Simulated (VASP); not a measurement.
A run of VASP 6.6.1 is set up as follows.

INCAR

```
SYSTEM = BaTiO3
  ALGO = Normal
  EDIFF = 1E-7
  EDIFFG = -0.005
  ENCUT = 600
  GGA = PS
  IBRION = 2
  ISIF = 3
  ISMEAR = 0
  LASPH = .True.
  LCHARG = .False.
  LREAL = .False.
  LWAVE = .False.
  NELM = 100
  NSW = 90
  PREC = Accurate
  SIGMA = 0.02
```

The input KPOINTS:

```
k-points
0
Gamma
  4 4 4
  0 0 0
```

File POSCAR:

```
BaTiO3
1.0
    3.9903792100      0.0000000000      0.0000000000
    0.0000000000      3.9903792100      0.0000000000
    0.0000000000      0.0000000000      4.1026553900
Ba Ti O
1 1 3
Direct
    0.5000000000      0.5000000000      0.5825414600
    0.0000000000      0.0000000000      0.1000427000
    0.0000000000      0.5000000000      0.0642205400
    0.5000000000      0.0000000000      0.0642205400
    0.0000000000      0.0000000000      0.5489717500
```

Potentials or basis: VASP PAW PBE potentials, release 64 (Ba_sv, Ti_sv, O).

Command:

```console
$ cat potpaw_PBE.64/Ba_sv/POTCAR potpaw_PBE.64/Ti_sv/POTCAR potpaw_PBE.64/O/POTCAR > POTCAR
$ mpirun -np 1 vasp_std > vasp.out
```

**Question.** Estimate the relaxed volume.

**Answer.** 12.82 Å³/atom.

**Question.** Estimate the space group after relaxing (to 0.05 Å).

**Answer.** P4mm (No. 99).

**Question.** Estimate the relaxed cell.

**Answer.** a = 3.963 Å, b = 3.963 Å, c = 4.081 Å, α = 90.00°, β = 90.00°, γ = 90.00°.

**Question.** Predict the band gap on the k mesh.

**Answer.** 1.77 eV, indirect (least direct gap 2.23 eV).

The path:
| step | energy change (eV) | largest force (eV/Å) | pressure (GPa) | volume (Å³) |
| --- | --- | --- | --- | --- |
| 1 | 0.0000 | 0.1751 | -3.07 | 65.33 |
| 2 | 0.0027 | 0.4043 | 3.58 | 62.99 |
| 3 | -0.0116 | 0.1223 | -0.05 | 64.20 |
| 4 | -0.0122 | 0.0247 | 0.00 | 64.12 |
| 5 | -0.0122 | 0.0276 | 0.00 | 64.11 |
| 6 | -0.0123 | 0.0112 | 0.02 | 64.11 |
| 7 | -0.0123 | 0.0103 | 0.03 | 64.10 |
| 8 | -0.0123 | 0.0059 | -0.01 | 64.12 |
| 9 | -0.0123 | 0.0068 | -0.04 | 64.13 |
| 10 | -0.0123 | 0.0062 | -0.04 | 64.13 |
| 11 | -0.0123 | 0.0058 | -0.04 | 64.12 |
| 12 | -0.0123 | 0.0057 | -0.04 | 64.12 |
| 13 | -0.0123 | 0.0046 | 0.06 | 64.09 |
| 14 | -0.0123 | 0.0045 | 0.03 | 64.11 |

Caveat: the PAW data sets were made with another functional, which shifts forces and pressure a little; spin-orbit coupling is left out, which moves the levels of the heavy elements. A k mesh can miss the band edges.
